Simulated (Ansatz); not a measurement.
**Ga under changes of volume**

One of the cells (18.543 Å³/atom); the others are scaled copies at fixed shape and fractional positions:

```
Ga
1.0
     1.38300   -4.02650    0.00000
     1.38300    4.02650    0.00000
    -0.11745    0.00000    3.32993
Ga
2
Cartesian
  1.2949 2.9716 2.4974
  1.3536 -2.9716 0.8325
```

This isn't the form of Ga at room conditions, which is orthorhombic.

```yaml
Program: Ansatz 0.2.0
Functional: PBE
Potentials_or_basis: Ansatz PAW
Cutoff: "420 eV (not typed: the program's choice for these potentials)"
k_mesh: 10 × 10 × 8
Occupations: fermi-dirac, width 0.05 eV
Spin: no spin polarisation
```

| volume (Å³/atom) | energy over the lowest point (meV/atom) | pressure (GPa) | largest force (eV/Å) |
| --- | --- | --- | --- |
| 17.431 | ? | ? | ? |
| 17.801 | 15.79 | 4.3 | 0.218 |
| 18.172 | 7.60 | 2.9 | 0.210 |
| 18.543 | 2.47 | 1.6 | 0.202 |
| 18.914 | 0.05 | 0.5 | 0.193 |
| 19.285 | 0.00 | -0.4 | 0.183 |
| 19.656 | 2.01 | -1.2 | 0.172 |

Problem. What does the run at 17.431 Å³/atom give?

Solution. Energy over the lowest point 27.47 meV/atom; pressure 5.9 GPa; largest force 0.226 eV/Å.

Worked out: A Birch-Murnaghan fit of order 3 (a polynomial in V^(-2/3)) to the other rows has its minimum at 19.11 Å³/atom with B0 = V·E''(V) = 49 GPa and B' = 5.8 at fixed shape and positions, which overstates the stiffness. It gives 27.46 meV/atom at 17.431 Å³/atom, against the run's 27.47, and -dE/dV = 5.9 GPa, against 5.9.

Energies are extrapolated to zero smearing.
